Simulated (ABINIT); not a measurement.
## Ga in ABINIT: the effect of functional

The system is Ga.

```
Ga
1.0
     4.44947    0.00000    0.00000
    -2.22474    3.85336    0.00000
     0.00000    0.00000    2.76520
Ga
2
Direct
  0.33333 0.66667 0.50000
  0.66667 0.33333 0.50000
```

The cell was built by a generator and needn't be a form met in nature.

Alike in all runs:

- Program: ABINIT 10.8.3 (patched build)
- Task: single point
- Potentials or basis: JTH PAW PBE v2.0
- Cutoff: 544 eV
- k mesh: 7 × 7 × 10
- Occupations: fermi-dirac, width 0.05 eV
- Spin: no spin polarisation

```csv
functional,pressure (GPa)
LDA,-4.1
PBEsol,-2.4
RPBE,1.8
BLYP,3.4
AM05,-2.2
r2SCAN,-2.2
SCAN,-2.8
revPBE,1.3
PW91,?
WC,-2.4
```

Problem. What does the run with functional PW91 give?

Solution. Pressure 0.0 GPa.

Caveats: the PAW data sets were made with another functional, which shifts forces and pressure a little.

Runs at the PBE level aren't shown here.
